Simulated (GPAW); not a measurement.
# Ta (Im-3m) in GPAW: equation of state

How stiff is Ta in PBEsol, and what volume does it want? The cell is scaled to several volumes.

All numbers are computed with GPAW 26.7.0; they aren't measurements. Logs are shortened: lines on timing, memory, paths and dates and some standing lists are left out, and cuts for length are marked. The log counts tension as positive stress, the text compression.

**What was measured.**

“Refinement of the equation of state of tantalum”, 2004, arxiv:cond-mat/0403080 quotes, for a bulk crystal of Ta: bulk modulus 194 GPa.

The results are compared with them further down.

### Step 1. The crystal as given

It takes space group Im-3m (No. 229, cubic). The conventional cell has a = 3.303 Å, b = 3.303 Å, c = 3.303 Å, α = 90.00°, β = 90.00°, γ = 90.00°. Ta (site symmetry m-3m) has 8 Ta at 2.86 Å as nearest neighbours.

### Step 2. Equation of state, PBEsol

File run.py:

```python
from ase import Atoms
from ase.eos import EquationOfState
from ase.io import Trajectory
from ase.units import GPa
from gpaw import GPAW, PW, setup_paths

setup_paths.insert(0, '.')

atoms = Atoms(['Ta'],
              cell=[[-1.65128, 1.65128, 1.65128],
                    [1.65128, -1.65128, 1.65128],
                    [1.65128, 1.65128, -1.65128]],
              scaled_positions=[[0.0, 0.0, 0.0]],
              pbc=True)

traj = Trajectory('eos.traj', 'w')
volumes, energies = [], []
for x in [0.94, 0.96, 0.98, 1.0, 1.02, 1.04, 1.06]:
    a = atoms.copy()
    a.set_cell(atoms.cell * x**(1 / 3), scale_atoms=True)
    calc = GPAW(mode=PW(600),
                xc='PBEsol',
                kpts={'size': (11, 11, 11), 'gamma': True},
                occupations={'name': 'fermi-dirac', 'width': 0.05},
                nbands=15,
                convergence={'density': 1e-05, 'energy': 1e-05},
                maxiter=150,
                txt=f'eos-{x:.2f}.txt')
    a.calc = calc
    energies.append(a.get_potential_energy(force_consistent=True))
    volumes.append(a.get_volume())
    p = -a.get_stress()[:3].mean() / GPa
    calc.write(f'eos-{x:.2f}.gpw')
    traj.write(a)
    print(f'{x:.2f} {volumes[-1]:10.4f} A^3 {energies[-1]:14.6f} eV {p:9.3f} GPa', flush=True)

v0, e0, B = EquationOfState(volumes, energies, eos='birchmurnaghan').fit()
print(f'V0 = {v0:.4f} A^3, E0 = {e0:.6f} eV, B0 = {B / GPa:.2f} GPa')
```

Potentials or basis: PAW data sets generated in the run's folder for this functional, pw.

The run is started by

```
> gpaw-setup -f PBEsol Ta
> OMP_NUM_THREADS=1 python run.py
```

The program printed:

```text
__  _  _
 | _ |_)|_||  |
 |__||  | ||/\| - 26.7.0

Input parameters:
  mode=PW(ecut=600.0),
  convergence={'density': 1e-05, 'energy': 1e-05},
  kpts=MonkhorstPack(size=(11, 11, 11), gamma=True),
  maxiter=150,
  nbands=15,
  occupations=Occupations(name='fermi-dirac', width=0.05),
  xc=XC(name='PBEsol')

Diagonalizing LCAO Hamiltonian
Converting LCAO to pw mode

       Ta

Atoms  # Å, Bohr magnetons
|   | symbol |        x |        y |        z |    initial magnetic moments |
|---|--------|----------|----------|----------|-----------------------------|
| 0 |     Ta | 0.000000 | 0.000000 | 0.000000 | ( 0.0000,  0.0000,  0.0000) |

Unit cell  # Å
| periodic |         x |         y |         z |  lengths |     angles |
|----------|-----------|-----------|-----------|----------|------------|
|      yes | -1.617571 |  1.617571 |  1.617571 | 2.801715 | 109.471221 |
|      yes |  1.617571 | -1.617571 |  1.617571 | 2.801715 | 109.471221 |
|      yes |  1.617571 |  1.617571 | -1.617571 | 2.801715 | 109.471221 |

Number of symmetries: 48
Symmetry operations  # r_c * U_cc + t_c -> r_c
|    | kind |            matrix            |
|----|------|------------------------------|
|  0 |  σ   |  1, 1, 1,  0, 0,-1,  0,-1, 0 |
|  1 |  C4  |  1, 1, 1,  0, 0,-1, -1, 0, 0 |
|  2 |  C2  |  1, 1, 1,  0,-1, 0,  0, 0,-1 |
|  3 |  S6  |  1, 1, 1,  0,-1, 0, -1, 0, 0 |
|  4 |  S6  |  1, 1, 1, -1, 0, 0,  0, 0,-1 |
|  5 |  C4  |  1, 1, 1, -1, 0, 0,  0,-1, 0 |
|  6 |  E   |  1, 0, 0,  0, 1, 0,  0, 0, 1 |
|  7 |  σ   |  1, 0, 0,  0, 1, 0, -1,-1,-1 |
|  8 |  σ   |  1, 0, 0,  0, 0, 1,  0, 1, 0 |
|  9 |  C3  |  1, 0, 0,  0, 0, 1, -1,-1,-1 |
| 10 |  C3  |  1, 0, 0, -1,-1,-1,  0, 1, 0 |
| 11 |  σ   |  1, 0, 0, -1,-1,-1,  0, 0, 1 |
| 12 |  σ   |  0, 1, 0,  1, 0, 0,  0, 0, 1 |
| 13 |  C2  |  0, 1, 0,  1, 0, 0, -1,-1,-1 |
| 14 |  C3  |  0, 1, 0,  0, 0, 1,  1, 0, 0 |
| 15 |  S4  |  0, 1, 0,  0, 0, 1, -1,-1,-1 |
| 16 |  S4  |  0, 1, 0, -1,-1,-1,  1, 0, 0 |
| 17 |  C3  |  0, 1, 0, -1,-1,-1,  0, 0, 1 |
| 18 |  C3  |  0, 0, 1,  1, 0, 0,  0, 1, 0 |
| 19 |  S4  |  0, 0, 1,  1, 0, 0, -1,-1,-1 |
| 20 |  σ   |  0, 0, 1,  0, 1, 0,  1, 0, 0 |
| 21 |  C3  |  0, 0, 1,  0, 1, 0, -1,-1,-1 |
| 22 |  C2  |  0, 0, 1, -1,-1,-1,  1, 0, 0 |
| 23 |  S4  |  0, 0, 1, -1,-1,-1,  0, 1, 0 |
| 24 |  C4  |  0, 0,-1,  1, 1, 1,  0,-1, 0 |
| 25 |  σ   |  0, 0,-1,  1, 1, 1, -1, 0, 0 |
| 26 |  S6  |  0, 0,-1,  0,-1, 0,  1, 1, 1 |
| 27 |  C2  |  0, 0,-1,  0,-1, 0, -1, 0, 0 |
| 28 |  C4  |  0, 0,-1, -1, 0, 0,  1, 1, 1 |
| 29 |  S6  |  0, 0,-1, -1, 0, 0,  0,-1, 0 |
| 30 |  S6  |  0,-1, 0,  1, 1, 1,  0, 0,-1 |
| 31 |  C4  |  0,-1, 0,  1, 1, 1, -1, 0, 0 |
| 32 |  C4  |  0,-1, 0,  0, 0,-1,  1, 1, 1 |
| 33 |  S6  |  0,-1, 0,  0, 0,-1, -1, 0, 0 |
| 34 |  σ   |  0,-1, 0, -1, 0, 0,  1, 1, 1 |
| 35 |  C2  |  0,-1, 0, -1, 0, 0,  0, 0,-1 |
| 36 |  C2  | -1, 0, 0,  1, 1, 1,  0, 0,-1 |
| 37 |  S6  | -1, 0, 0,  1, 1, 1,  0,-1, 0 |
| 38 |  S6  | -1, 0, 0,  0, 0,-1,  1, 1, 1 |
| 39 |  C2  | -1, 0, 0,  0, 0,-1,  0,-1, 0 |
| 40 |  C2  | -1, 0, 0,  0,-1, 0,  1, 1, 1 |
| 41 |  i   | -1, 0, 0,  0,-1, 0,  0, 0,-1 |
| 42 |  S4  | -1,-1,-1,  1, 0, 0,  0, 1, 0 |
| 43 |  C3  | -1,-1,-1,  1, 0, 0,  0, 0, 1 |
| 44 |  C3  | -1,-1,-1,  0, 1, 0,  1, 0, 0 |
| 45 |  σ   | -1,-1,-1,  0, 1, 0,  0, 0, 1 |
| 46 |  S4  | -1,-1,-1,  0, 0, 1,  1, 0, 0 |
| 47 |  C2  | -1,-1,-1,  0, 0, 1,  0, 1, 0 |

BZ-sampling:
  Number of BZ points: 1331
  Number of IBZ points: 56

  Monkhorst-Pack size: [11, 11, 11]
  Monkhorst-Pack shift: [0, 0, 0]

K-points  # in reciprocal-cell coordinates
|     |                                coordinates |     weight |
|-----|--------------------------------------------|------------|
|   0 | (  0.00000000,   0.00000000,   0.00000000) | 0.00075131 |
|   1 | (  0.09090909,   0.00000000,   0.00000000) | 0.00901578 |
|   2 | (  0.09090909,   0.09090909,  -0.09090909) | 0.00450789 |
|   3 | (  0.18181818,   0.00000000,  -0.09090909) | 0.01803156 |
|   4 | (  0.18181818,   0.00000000,   0.00000000) | 0.00901578 |
|   5 | (  0.18181818,   0.09090909,  -0.09090909) | 0.01803156 |
|   6 | (  0.18181818,   0.18181818,  -0.18181818) | 0.00450789 |
|   7 | (  0.27272727,  -0.09090909,  -0.09090909) | 0.00601052 |
|   8 | (  0.27272727,   0.00000000,  -0.09090909) | 0.03606311 |
|   9 | (  0.27272727,   0.00000000,   0.00000000) | 0.00901578 |
| ... |                                            |            |
|  55 | (  0.45454545,   0.45454545,   0.45454545) | 0.00601052 |

Plane wave coefficients: 577
Cutoff: 600.0 eV

Spin-components: 1 (collinear spins)
Bands:           15
Projectors:      6
Spin-degeneracy: 2
Datatype:        complex128

Parallelization:
  kpt:    1
  domain: 1
  band:   1

Density:
  Valence electrons: 13.0
  Components: 1
  Grid points: [16 16 16]
  Charge: 0.0  # |e|

Potential:
  Grid points: [16 16 16]

species:
  Ta:
    name:    Tantalum
    Z:       73.0
    valence: 13
    core:    60
    charge:  0.0  # [|e|]
    compensation charges:
      type: gauss
      rc: 0.42  # [Å]
      lmax: 2
    cutoffs:
      filter: 2.36  # [Å]
      core: 3.45  # [Å]
    projectors
    | kind |    occ | energy [eV] | rcut [Å] |
    |------|--------|-------------|----------|
    |   5s |  2.000 |     -72.818 |    1.365 |
    |   6s |  2.000 |      -5.457 |    1.365 |
    |   5p |  6.000 |     -39.444 |    1.349 |
    |   6p |  0.000 |      -1.369 |    1.349 |
    |   5d |  3.000 |      -3.632 |    1.307 |
    |    d |        |      23.579 |    1.307 |

    Using partial waves for Ta as LCAO basis

Reference energy: -424046.140309  # eV

eigensolver:
  PPCG
  Converge bands: occupied
  niter=2

density mixing:
  MSR1-Mixer
  Pratt-step length: 0.05
  Maximum mixing coefficient: 0.75
  Old densities: 10
  SVD Regularization: 0.005
  Good broyden scale: 1.0
  Trust region scale: 1.0
  Backstep threshold: 4.0
  History deletion threshold: 6.0
  Fourier metric: weight=20.0, sigma=0.015

occupation numbers:
  Fermi-Dirac:
    width: 0.0500  # eV

poisson solver:
  ecut: 4800.0  # eV

xc functional:
  name: PBEsol with 2 nearest neighbor stencil

convergence criteria:
- Maximum integral of absolute [dens]ity change: 1e-05 electrons / valence electron
- Maximum [total energy] change in last 3 cyles: 1e-05 eV / valence electron
- Maximum integral of absolute [eigenst]ate change: 4e-08 eV^2 / valence electron
maximum number of iterations: 150

SCF iterations
|iter     | |      energy | eigst |  dens |
|---------|-|-------------|-------|-------|
|iter:   1| |  -10.709584 | -0.07 |       |
|iter:   2| |  -10.686998 | -3.20 | -1.32 |
|iter:   3| |  -10.576417 | -2.12 | -1.36 |
|iter:   4| |  -10.580646 | -3.57 | -2.04 |
|iter:   5| |  -10.582119 | -4.68 | -2.43 |
|iter:   6| |  -10.582121 | -7.07 | -3.98 |
|iter:   7| |  -10.582122c| -8.14c| -4.28 |
|iter:   8| |  -10.582122c| -9.81c| -5.37c|

Converged in 8 steps
Energy contributions relative to reference atoms: (reference = -424046.140309)

Energy contributions:
  Kinetic:          12.849437
  Coulomb:         -12.192635
  Zero:             -0.271150
  External:          0.000000
  Xc:              -10.964727
  Entropy:          -0.006093
  Spinorbit:         0.000000
  ----------------------------
  Free energy:     -10.585169
  Extrapolated:    -10.582122

dipole moment: (-5.814050, -5.814050, -5.814050)  # |e|*Ang

Fermi level: 12.545
Eigenvalues  # (at kpt = [0.000, 0.000, 0.000])
| band index |      eig [eV] | occ [0-2] |
|------------|---------------|-----------|
|          0 |       -54.223 |     2.000 |
|          1 |       -20.275 |     2.000 |
|          2 |       -20.275 |     2.000 |
|          3 |       -20.275 |     2.000 |
|          4 |         4.455 |     2.000 |
|          5 |        13.270 |     0.000 |
|          6 |        13.270 |     0.000 |
|          7 |        13.270 |     0.000 |
|          8 |        16.729 |     0.000 |
|          9 |        16.729 |     0.000 |
|         10 |        27.715 |     0.000 |
|         11 |        27.715 |     0.000 |
|         12 |        27.715 |     0.000 |
|        ... |               |           |
|         14 |        39.616 |     0.000 |

No gap
No difference between direct/indirect transitions

Stress tensor  # eV/Ang^3
|         x |         y |         z |
|-----------|-----------|-----------|
| -0.060970 | -0.000000 |  0.000000 |
| -0.000000 | -0.060970 | -0.000000 |
|  0.000000 | -0.000000 | -0.060970 |

# Writing to eos-0.94.gpw (mode='')
```

Wall time 83 s (1 thread of Arm Neoverse V1, shared host); peak memory 0.19 GiB.

Results:

```yaml
Equilibrium_volume: 17.66 Å³/atom
Bulk_modulus: 212 GPa
Pressure_derivative_of_the_bulk_modulus: 4.4
```

Energy against volume, from the lowest point:
```tsv
volume (Å³/atom)	energy (meV/atom)
16.930	21.34
17.290	5.22
17.650	0.00
18.010	4.53
18.371	17.76
18.731	38.80
19.091	66.89
```

Spin-orbit coupling is left out, which matters for the levels of Ta.

### Step 3. Against experiment

Step 2. Measured bulk modulus of Ta: 194 GPa (quoted in “Refinement of the equation of state of tantalum”, 2004, arxiv:cond-mat/0403080). This calculation gives 212 GPa (+9.2 %). The fit is for a static lattice scaled at fixed shape and fixed fractional positions.
